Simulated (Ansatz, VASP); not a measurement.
## Two plane-wave programs on TaN

Contents of INCAR:

```
PREC = Accurate
ENCUT = 600
EDIFF = 1E-7
ISMEAR = 0
SIGMA = 0.1
LREAL = False
LASPH = True
NELM = 80
ALGO = Normal
ISIF = 3
LWAVE = False
LCHARG = False
GGA = PE
IBRION = 2
NSW = 80
EDIFFG = -0.01
```

KPOINTS

```
Automatic mesh
0
Gamma
  13 13 13
```

File POSCAR:

```
TaN
1.0
    0.0000000000      2.1790000000      2.1790000000
    2.1790000000      0.0000000000      2.1790000000
    2.1790000000      2.1790000000      0.0000000000
Ta N
1 1
Direct
    0.5000000000      0.5000000000      0.5000000000
    0.0000000000      0.0000000000      0.0000000000
```

Input for Ansatz:

```yaml
crystal:
  lattice:
    - [0.0, 2.179, 2.179]
    - [2.179, 0.0, 2.179]
    - [2.179, 2.179, 0.0]
  atoms:
    - { symbol: Ta, position: [0.5, 0.5, 0.5] }
    - { symbol: "N", position: [0.0, 0.0, 0.0] }
kpoints:
  mp_grid:
    grid: [13, 13, 13]
hamiltonian:
  xc: pbe
  dispersion: none
scf:
  occupations:
    method: gaussian
    width: 0.1
relax:
  cell: {}
```

Alike in both runs: task relaxation of cell and atoms; functional PBE; k mesh 13 × 13 × 13; occupations gaussian, width 0.1 eV; no spin polarisation.

|  | VASP | Ansatz |
| --- | --- | --- |
| version | VASP 6.6.1 | Ansatz 0.2.0 |
| potentials or method | VASP PAW PBE potentials, release 64 (Ta_pv, N) | plane waves, PAW |
| plane-wave cutoff (eV) | 600 | 420 |
| valence electrons in the cell | 16 | 18 |

Ansatz gave:

- relaxed volume (Å³/atom): 10.77
- relaxed cell length with the largest relative difference (Å): 3.123
- energy change over the relaxation (meV/atom): -19

Task: Which values does VASP return?

Result: Relaxed volume (Å³/atom): 10.79; relaxed cell length with the largest relative difference (Å): 3.125; energy change over the relaxation (meV/atom): -21.

The two sets of potentials don't hold the same shells in valence.

Spin-orbit coupling is left out, which matters for the levels of Ta. PBE usually gives volumes a little too large and moduli too small. Zero-point motion and thermal expansion aren't in these numbers.
